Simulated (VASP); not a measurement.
# SrTiO3 (Tausonite) (Pm-3m) in VASP: notebook

One crystal, SrTiO3 (Tausonite), is run at these levels: LDA, r2SCAN; tasks: relaxation of cell and atoms.

All numbers are computed with VASP 6.6.1; they aren't measurements. Logs are shortened: lines on timing, memory, paths and dates and some standing lists are left out, and cuts for length are marked.

**1. The crystal as given**

Symmetry: Pm-3m, No. 221, cubic system. The conventional cell has a = 3.846 Å, b = 3.846 Å, c = 3.846 Å, α = 90.00°, β = 90.00°, γ = 90.00°. Sr (site symmetry m-3m) is surrounded by 12 O at 2.72 Å. Ti (site symmetry m-3m) is surrounded by 6 O at 1.92 Å. O (site symmetry 4/mmm) is surrounded by 2 Ti at 1.92 Å.

**2. Relaxation of cell and atoms, LDA, target pressure 2.3 GPa, at which the enthalpy is minimised**

INCAR reads:

```
ALGO = Normal ; EDIFF = 1E-7
EDIFFG = -0.005 ; ENCUT = 600
IBRION = 2 ; ISIF = 3
ISMEAR = 0 ; LASPH = T
LCHARG = F ; LREAL = F
LWAVE = F ; NELM = 80
NSW = 90 ; PREC = Accurate
PSTRESS = 23.0 ; SIGMA = 0.03
```

KPOINTS reads:

```
k-points
0
Gamma
  8 8 8
```

POSCAR reads:

```
SrTiO3                                  
1.0
    3.8459781257     -0.0000000000      0.0000000000
    0.0000000000      3.8459781257      0.0000000000
   -0.0000000000     -0.0000000000      3.8459781257
  Sr              Ti              O             
     1     1     3
Direct
     0.5000000000000000    0.5000000000000000    0.5000000000000000
     0.0000000000000000    0.0000000000000000    0.0000000000000000
     0.5000000000000000    0.0000000000000000    0.0000000000000000
     0.0000000000000000    0.5000000000000000    0.0000000000000000
     0.0000000000000000    0.0000000000000000    0.5000000000000000
```

Potentials or basis: VASP PAW LDA potentials, release 64 (Sr_sv, Ti_sv, O).

Launch:

```bash
$ cat potpaw_LDA.64/Sr_sv/POTCAR potpaw_LDA.64/Ti_sv/POTCAR potpaw_LDA.64/O/POTCAR > POTCAR
$ mpirun -np 1 vasp_std > vasp.out
```

OUTCAR:

```text
EDIFF = 1E-7
   EDIFFG = -0.005
   ENCUT = 600
   IBRION = 2
   ISIF = 3
   ISMEAR = 0
   LASPH = T
   LREAL = F
   NELM = 80
   NSW = 90
   PREC = Accurate
   PSTRESS = 23.0

 ion  position               nearest neighbor table
   1  0.500  0.500  0.500-   3 2.72   4 2.72   5 2.72   3 2.72   4 2.72   3 2.72   5 2.72   3 2.72
                             4 2.72   5 2.72   4 2.72   5 2.72   2 3.33   2 3.33   2 3.33   2 3.33
   2  0.000  0.000  0.000-   3 1.92   4 1.92   5 1.92   5 1.92   4 1.92   3 1.92   1 3.33   1 3.33
                             1 3.33   1 3.33   1 3.33   1 3.33   1 3.33   1 3.33
   3  0.500  0.000  0.000-   2 1.92   2 1.92   1 2.72   1 2.72   1 2.72   1 2.72
   4  0.000  0.500  0.000-   2 1.92   2 1.92   1 2.72   1 2.72   1 2.72   1 2.72
   5  0.000  0.000  0.500-   2 1.92   2 1.92   1 2.72   1 2.72   1 2.72   1 2.72

  LATTYP: Found a simple cubic cell.
 ALAT       =     3.8459781257

  Lattice vectors:

 A1 = (   3.8459781257,   0.0000000000,   0.0000000000)
 A2 = (   0.0000000000,   3.8459781257,   0.0000000000)
 A3 = (   0.0000000000,   0.0000000000,   3.8459781257)

Analysis of symmetry for initial positions (statically):
=====================================================================
 Subroutine PRICEL returns:
 Original cell was already a primitive cell.

 Routine SETGRP: Setting up the symmetry group for a
 simple cubic supercell.

 Subroutine GETGRP returns: Found 48 space group operations
 (whereof 48 operations were pure point group operations)
 out of a pool of 48 trial point group operations.

The static configuration has the point symmetry O_h .

Analysis of symmetry for dynamics (positions and initial velocities):
=====================================================================
 Subroutine PRICEL returns:
 Original cell was already a primitive cell.

 Routine SETGRP: Setting up the symmetry group for a
 simple cubic supercell.

 Subroutine GETGRP returns: Found 48 space group operations
 (whereof 48 operations were pure point group operations)
 out of a pool of 48 trial point group operations.

The dynamic configuration has the point symmetry O_h .

 Subroutine INISYM returns: Found 48 space group operations
 (whereof 48 operations are pure point group operations),
 and found     1 'primitive' translations

----------------------------------------------------------------------------------------

                                     Primitive cell

  volume of cell :      56.8880

  direct lattice vectors                    reciprocal lattice vectors
     3.845978126  0.000000000  0.000000000     0.260011879  0.000000000  0.000000000
     0.000000000  3.845978126  0.000000000     0.000000000  0.260011879  0.000000000
     0.000000000  0.000000000  3.845978126     0.000000000  0.000000000  0.260011879

  length of vectors
     3.845978126  3.845978126  3.845978126     0.260011879  0.260011879  0.260011879

  position of ions in fractional coordinates (direct lattice)
     0.500000000  0.500000000  0.500000000
     0.000000000  0.000000000  0.000000000
     0.500000000  0.000000000  0.000000000
     0.000000000  0.500000000  0.000000000
     0.000000000  0.000000000  0.500000000

  ion indices of the primitive-cell ions
   primitive index   ion index
                 1           1
                 2           2
                 3           3
                 4           4
                 5           5

----------------------------------------------------------------------------------------

 KPOINTS: k-points

Automatic generation of k-mesh.
 Grid dimensions read from file:
 generate k-points for:    8    8    8

 Generating k-lattice:

  Cartesian coordinates                     Fractional coordinates (reciprocal lattice)
     0.032501485  0.000000000  0.000000000     0.125000000  0.000000000  0.000000000
     0.000000000  0.032501485  0.000000000     0.000000000  0.125000000  0.000000000
     0.000000000  0.000000000  0.032501485     0.000000000  0.000000000  0.125000000

  Length of vectors
[... 45 lines left out ...]
   EMIN   =  10.00;   EMAX   =-10.00  energy-range for DOS
   EFERMI =   0.00;   METHOD = LEGACY
   ISMEAR =     0;   SIGMA  =   0.03  broadening in eV -4-tet -1-fermi 0-gaus
   EFERMI_NEDOS =   21; number of points for ismear=-14 and -15
   IALGO  =     38    algorithm
   IMIX   =      4    mixing-type and parameters
     AMIX     =   0.40;   BMIX     =  1.00
     AMIX_MAG =   1.60;   BMIX_MAG =  1.00
  volume/ion in A,a.u.               =      11.38        76.78
  Fermi-wavevector in a.u.,A,eV,Ry     =   1.455754  2.750976 28.833738  2.119220
  Thomas-Fermi vector in A             =   2.572752
   LORBIT       =      0    0 simple, 1 ext, 2 COOP (PROOUT), +10 PAW based schemes
   GGA     = CA    functional components
   LHFCALC =     F    Hartree Fock is set to
   AEXX    =    0.0000 exact exchange contribution
   IVDW    =     0    specifies the selected vdW correction
   LEPSILON=     F    determine dielectric tensor
   LRPA    =     F    only Hartree local field effects (RPA)
 conjugate gradient relaxation of ions
 non-spin polarized calculation
 Gauss-broadening in eV      SIGMA  =   0.03
  energy-cutoff  :      600.00
  volume of cell :       56.89
 maximum number of plane-waves:      1935
 NGX is ok and might be reduce to    32
   NGX = 15   NGY = 15   NGZ = 15

--------------------------------------- Ionic step        1  -------------------------------------------

 number of electron      40.0000003 magnetization

 Free energy of the ion-electron system (eV)
  ---------------------------------------------------
  ext. energy  EPLUGINS =         0.00000000
  ---------------------------------------------------
  free energy    TOTEN  =       -44.17896134 eV

  energy without entropy =      -44.17896134  energy(sigma->0) =      -44.17896134

------------------------ aborting loop because EDIFF is reached ----------------------------------------

  FORCE on cell =-STRESS in cart. coord.  units (eV):
  Direction    XX          YY          ZZ          XY          YZ          ZX
  --------------------------------------------------------------------------------------
  -------------------------------------------------------------------------------------
  Total        0.7879614      0.7879614      0.7879614      0.0000000     -0.0000000     -0.0000000
  in kB       22.1919309     22.1919309     22.1919309      0.0000000     -0.0000000     -0.0000000
  external PRESSURE =      -0.8080691 kB  Pullay stress =      23.0000000 kB
[... 67 lines left out ...]
  enthalpy is  TOTEN    =       -43.3623040259 eV   P V=        0.8159751835

--------------------------------------- Ionic step        3  -------------------------------------------

 number of electron      40.0000003 magnetization

 Free energy of the ion-electron system (eV)
  ---------------------------------------------------
  ext. energy  EPLUGINS =         0.00000000
  ---------------------------------------------------
  free energy    TOTEN  =       -44.17868819 eV

  energy without entropy =      -44.17868819  energy(sigma->0) =      -44.17868819

 E-fermi :   4.4654     XC(G=0): -12.0363

 val. band max:        4.2670035240   @ k =   0.5000   0.5000   0.5000
 cond. band min:       6.0948352972   @ k =   0.0000   0.0000   0.0000
 fundamental gap:      1.8278317732
 Fermi energy:         4.4654456747

 k-point     1 :       0.0000    0.0000    0.0000
  band No.  band energies     occupation
      1     -51.2725      2.00000
      2     -28.0936      2.00000
      3     -27.9586      2.00000
      4     -27.9586      2.00000
      5     -27.9586      2.00000
      6     -13.0324      2.00000
[... 637 lines left out ...]
     23       8.6193      0.00000
     24      10.4885      0.00000

 [... further k-points ...]

------------------------ aborting loop because EDIFF is reached ----------------------------------------

  FORCE on cell =-STRESS in cart. coord.  units (eV):
  Direction    XX          YY          ZZ          XY          YZ          ZX
  --------------------------------------------------------------------------------------
  -------------------------------------------------------------------------------------
  Total        0.8152668      0.8152668      0.8152668     -0.0000000      0.0000000     -0.0000000
  in kB       22.9687635     22.9687635     22.9687635     -0.0000000      0.0000000     -0.0000000
  external PRESSURE =      -0.0312365 kB  Pullay stress =      23.0000000 kB
[... 20 lines left out ...]
  FREE ENERGIE OF THE ION-ELECTRON SYSTEM (eV)
  ---------------------------------------------------
  free  energy   TOTEN  =       -44.1786881935 eV

  energy  without entropy=      -44.1786881935  energy(sigma->0) =      -44.17868819

  enthalpy is  TOTEN    =       -43.3623126414 eV   P V=        0.8163755521

 reached required accuracy - stopping structural energy minimisation
```

It took 87 s on 1 thread of Intel Xeon Platinum 8175M at 2.50GHz (Skylake/Cascade Lake), shared host; peak memory 0.2 GiB.

What came out:

```yaml
Free_energy: -44.1787 eV
Relaxed_volume: 11.37 Å³/atom
Relaxed_cell: a = 3.846 Å, b = 3.846 Å, c = 3.846 Å, α = 90.00°, β = 90.00°, γ = 90.00°
Space_group_after_relaxing_to_0.05_Å: Pm-3m (No. 221)
Energy_change_on_relaxing_the_enthalpy_is_what_falls: +0.1 meV/atom
Ionic_steps: 3
Pressure_after_relaxing: 2.3 GPa
Band_gap_on_the_k_mesh: 1.83 eV, indirect (least direct gap 2.16 eV)
```

Step by step:
```
step  energy change (eV)  largest force (eV/Å)  pressure (GPa)  volume (Å³)
   1              0.0000                0.0000            2.22        56.89
   2              0.0007                0.0000            2.40        56.84
   3              0.0003                0.0000            2.30        56.87
```

Final structure:
```xyz
5
Lattice="3.8455 0.0000 0.0000 0.0000 3.8455 0.0000 0.0000 0.0000 3.8455" Properties=species:S:1:pos:R:3 pbc="T T T"
Sr    1.9228    1.9228    1.9228
Ti    0.0000    0.0000    0.0000
O     1.9228    0.0000    0.0000
O     0.0000    1.9228    0.0000
O     0.0000    0.0000    1.9228
```

Caveat: the cell is relaxed towards a set pressure, so the enthalpy falls and the energy may rise.

**3. Relaxation of cell and atoms, r2SCAN**

This run uses another cell than the first one, of 11.91 Å³/atom, 1.047 times its volume.

INCAR reads:

```
PREC = Accurate ; ENCUT = 600
EDIFF = 1E-6 ; ISMEAR = 0
SIGMA = 0.03 ; LREAL = F
LASPH = T ; NELM = 80
ALGO = Normal ; ISIF = 3
LWAVE = F ; LCHARG = F
METAGGA = R2SCAN ; LMIXTAU = T
IBRION = 2 ; NSW = 90
EDIFFG = -0.01 ; KPAR = 2
```

KPOINTS reads:

```
Automatic mesh
0
Gamma
  8 8 8
```

POSCAR reads:

```
SrTiO3
1.0
    3.9052800000      0.0000000000      0.0000000000
    0.0000000000      3.9052800000      0.0000000000
    0.0000000000      0.0000000000      3.9052800000
Sr Ti O
1 1 3
Direct
    0.5000000000      0.5000000000      0.5000000000
    0.0000000000      0.0000000000      0.0000000000
    0.5000000000      0.0000000000      0.0000000000
    0.0000000000      0.5000000000      0.0000000000
    0.0000000000      0.0000000000      0.5000000000
```

Potentials or basis: VASP PAW PBE potentials, release 64 (Sr_sv, Ti_sv, O).

Launch:

```bash
$ cat potpaw_PBE.64/Sr_sv/POTCAR potpaw_PBE.64/Ti_sv/POTCAR potpaw_PBE.64/O/POTCAR > POTCAR
$ mpirun -np 2 vasp_std > vasp.out
```

Run time: 2.5 min. Hardware: 2 MPI ranks of Intel Xeon Platinum 8488C (Sapphire Rapids), shared host; peak memory 0.22 GiB.

Results (log left out):

```yaml
Free_energy: -63.3383 eV
Relaxed_volume: 11.98 Å³/atom
Relaxed_cell: a = 3.912 Å, b = 3.912 Å, c = 3.912 Å, α = 90.00°, β = 90.00°, γ = 90.00°
Space_group_after_relaxing_to_0.05_Å: Pm-3m (No. 221)
Energy_gained_by_relaxing: 0.2 meV/atom
Ionic_steps: 3
Pressure_after_relaxing: 0.0 GPa
Band_gap_on_the_k_mesh: 2.27 eV, indirect (least direct gap 2.65 eV)
```

The path:
| step | energy change (eV) | largest force (eV/Å) | pressure (GPa) | volume (Å³) |
| --- | --- | --- | --- | --- |
| 1 | 0.0000 | 0.0000 | 1.02 | 59.56 |
| 2 | 0.0001 | 0.0000 | -1.05 | 60.22 |
| 3 | -0.0010 | 0.0000 | 0.01 | 59.88 |

Final structure:
```xyz
5
Lattice="3.9122 0.0000 0.0000 0.0000 3.9122 0.0000 0.0000 0.0000 3.9122" Properties=species:S:1:pos:R:3 pbc="T T T"
Sr    1.9561    1.9561    1.9561
Ti    0.0000    0.0000    0.0000
O     1.9561    0.0000    0.0000
O     0.0000    1.9561    0.0000
O     0.0000    0.0000    1.9561
```

Levels at points of the mesh, in eV from the valence-band top:
| k point | band 17 | band 18 | band 19 | band 20 | band 21 | band 22 | band 23 | band 24 |
| --- | --- | --- | --- | --- | --- | --- | --- | --- |
| (0.00, 0.00, 0.00) | -1.20 | -0.39 | -0.39 | -0.39 | 2.27 | 2.27 | 2.27 | 4.56 |
| (0.50, 0.00, 0.00) | -2.35 | -1.99 | -0.77 | -0.77 | 2.43 | 4.15 | 4.15 | 4.57 |
| (0.50, 0.50, 0.00) | -1.80 | -1.60 | -1.60 | -0.09 | 4.16 | 4.16 | 4.64 | 5.60 |
| (0.50, 0.50, 0.50) | -3.78 | 0.00 | 0.00 | 0.00 | 4.85 | 4.85 | 4.85 | 7.61 |

Caveat: the PAW data sets were made with another functional, which shifts forces and pressure a little.

**4. Relaxation of cell and atoms, r2SCAN**

This run uses another cell than the first one, of 11.98 Å³/atom, 1.053 times its volume.

INCAR reads:

```
PREC = Accurate ; ENCUT = 600
EDIFF = 1E-7 ; ISMEAR = 0
SIGMA = 0.03 ; LREAL = F
LASPH = T ; NELM = 80
ALGO = Normal ; ISIF = 3
LWAVE = F ; LCHARG = F
METAGGA = R2SCAN ; LMIXTAU = T
IBRION = 2 ; NSW = 90
EDIFFG = -0.005 ; KPAR = 2
```

KPOINTS is that of step 3.

POSCAR reads:

```
SrTiO3                                  
1.0
    3.9121963111     -0.0000000000     -0.0000000000
    0.0000000000      3.9121963111      0.0000000000
    0.0000000000      0.0000000000      3.9121963111
  Sr              Ti              O             
     1     1     3
Direct
     0.5000000000000000    0.5000000000000000    0.5000000000000000
     0.0000000000000000    0.0000000000000000    0.0000000000000000
     0.5000000000000000    0.0000000000000000    0.0000000000000000
     0.0000000000000000    0.5000000000000000    0.0000000000000000
     0.0000000000000000    0.0000000000000000    0.5000000000000000
```

Launch:

```bash
$ cat potpaw_PBE.64/Sr_sv/POTCAR potpaw_PBE.64/Ti_sv/POTCAR potpaw_PBE.64/O/POTCAR > POTCAR
$ mpirun -np 2 vasp_std > vasp.out
```

Wall time 85 s (2 MPI ranks of Intel Xeon Platinum 8488C (Sapphire Rapids), shared host); peak memory 0.22 GiB.

Results (log left out):

| Quantity | Value |
| --- | --- |
| Free energy | -63.3391 eV |
| Pressure after relaxing | 0.0 GPa |
| Band gap on the k mesh | 2.27 eV, indirect (least direct gap 2.65 eV) |

Final structure:
```
Sr Ti O
1.0
     3.91220    0.00000    0.00000
     0.00000    3.91220    0.00000
     0.00000    0.00000    3.91220
Sr Ti O
1 1 3
Direct
  0.50000 0.50000 0.50000
  0.00000 0.00000 0.00000
  0.50000 0.00000 0.00000
  0.00000 0.50000 0.00000
  0.00000 0.00000 0.50000
```

Levels at points of the mesh, in eV from the valence-band top:
| k point | band 16 | band 17 | band 18 | band 19 | band 20 | band 21 | band 22 | band 23 | band 24 |
| --- | --- | --- | --- | --- | --- | --- | --- | --- | --- |
| (0.00, 0.00, 0.00) | -1.20 | -1.20 | -0.39 | -0.39 | -0.39 | 2.27 | 2.27 | 2.27 | 4.56 |
| (0.50, 0.00, 0.00) | -2.35 | -2.35 | -1.99 | -0.77 | -0.77 | 2.43 | 4.15 | 4.15 | 4.57 |
| (0.50, 0.50, 0.00) | -2.84 | -1.80 | -1.60 | -1.60 | -0.09 | 4.16 | 4.16 | 4.64 | 5.60 |
| (0.50, 0.50, 0.50) | -3.78 | -3.78 | 0.00 | 0.00 | 0.00 | 4.85 | 4.85 | 4.85 | 7.61 |

Caveat: the relaxation stopped at its first step, so nothing moved; the PAW data sets were made with another functional, which shifts forces and pressure a little.

**5. Relaxation of cell and atoms, LDA**

This run uses another cell than the first one, of 11.91 Å³/atom, 1.047 times its volume.

INCAR reads:

```
  PREC = Accurate
  ENCUT = 600
  EDIFF = 1E-6
  ISMEAR = 0
  SIGMA = 0.03
  LREAL = False
  LASPH = True
  NELM = 80
  ALGO = Normal
  ISIF = 3
  LWAVE = False
  LCHARG = False
  IBRION = 2
  NSW = 90
  EDIFFG = -0.01
  KPAR = 2
```

KPOINTS is that of step 4.

POSCAR reads:

```
SrTiO3
1.0
    3.9052800000      0.0000000000      0.0000000000
    0.0000000000      3.9052800000      0.0000000000
    0.0000000000      0.0000000000      3.9052800000
Sr Ti O
1 1 3
Direct
    0.5000000000      0.5000000000      0.5000000000
    0.0000000000      0.0000000000      0.0000000000
    0.5000000000      0.0000000000      0.0000000000
    0.0000000000      0.5000000000      0.0000000000
    0.0000000000      0.0000000000      0.5000000000
```

Potentials or basis: VASP PAW LDA potentials, release 64 (Sr_sv, Ti_sv, O).

Launch:

```bash
$ cat potpaw_LDA.64/Sr_sv/POTCAR potpaw_LDA.64/Ti_sv/POTCAR potpaw_LDA.64/O/POTCAR > POTCAR
$ mpirun -np 2 vasp_std > vasp.out
```

Wall time 43 s (2 MPI ranks of Intel Xeon Platinum 8488C (Sapphire Rapids), shared host); peak memory 0.2 GiB.

Results (log left out):

```
Free energy                            : -44.1898 eV
Relaxed volume                         : 11.50 Å³/atom
Relaxed cell                           : a = 3.860 Å, b = 3.860 Å, c = 3.860 Å, α = 90.00°, β = 90.00°, γ = 90.00°
Space group after relaxing (to 0.05 Å) : Pm-3m (No. 221)
Energy gained by relaxing              : 8.7 meV/atom
Ionic steps                            : 3
Pressure after relaxing                : -0.1 GPa
Band gap on the k mesh                 : 1.81 eV, indirect (least direct gap 2.15 eV)
```

The path:
```tsv
step	energy change (eV)	largest force (eV/Å)	pressure (GPa)	volume (Å³)
1	0.0000	0.0000	-6.66	59.56
2	0.0079	0.0000	8.11	55.39
3	-0.0435	0.0000	-0.06	57.52
```

Final structure:
```
CELL_PARAMETERS angstrom
3.86010 0.00000 0.00000
0.00000 3.86010 0.00000
0.00000 0.00000 3.86010
ATOMIC_POSITIONS crystal
Sr 0.50000 0.50000 0.50000
Ti 0.00000 0.00000 0.00000
O 0.50000 0.00000 0.00000
O 0.00000 0.50000 0.00000
O 0.00000 0.00000 0.50000
```

Levels at points of the mesh, in eV from the valence-band top:
| k point | band 16 | band 17 | band 18 | band 19 | band 20 | band 21 | band 22 | band 23 | band 24 |
| --- | --- | --- | --- | --- | --- | --- | --- | --- | --- |
| (0.00, 0.00, 0.00) | -1.25 | -1.25 | -0.34 | -0.34 | -0.34 | 1.81 | 1.81 | 1.81 | 4.57 |
| (0.50, 0.00, 0.00) | -2.49 | -2.49 | -2.16 | -0.73 | -0.73 | 2.01 | 3.92 | 3.92 | 4.62 |
| (0.50, 0.50, 0.00) | -3.06 | -1.71 | -1.62 | -1.62 | -0.10 | 3.93 | 3.93 | 4.39 | 5.64 |
| (0.50, 0.50, 0.50) | -3.88 | -3.88 | 0.00 | 0.00 | 0.00 | 4.65 | 4.65 | 4.65 | 6.98 |

A k mesh can miss the band edges. As with any semilocal functional, this LDA gap is likely too small.

**6. Overview**

| level | potentials or basis | cell | target pressure | gap on the mesh (eV) | pressure (GPa) |
| --- | --- | --- | --- | --- | --- |
| LDA | VASP PAW LDA potentials, release 64 (Sr_sv, Ti_sv, O) | relaxed to 2.3 GPa | 2.3 GPa | 1.83 | 2.3 |
| r2SCAN | VASP PAW PBE potentials, release 64 (Sr_sv, Ti_sv, O) | relaxed | - | 2.27 | 0.0 |
| LDA | VASP PAW LDA potentials, release 64 (Sr_sv, Ti_sv, O) | relaxed | - | 1.81 | -0.1 |

Alike in all rows: task relaxation of cell and atoms; no spin polarisation; k mesh 8 × 8 × 8; cutoff (eV) 600; smearing gaussian 0.03 eV.

Caveats: the cell is relaxed towards a set pressure, so the enthalpy falls and the energy may rise (some runs); the relaxation stopped at its first step, so nothing moved (some runs); the PAW data sets were made with another functional, which shifts forces and pressure a little (some runs).

Absolute energies hang on the potentials; compare differences alone.
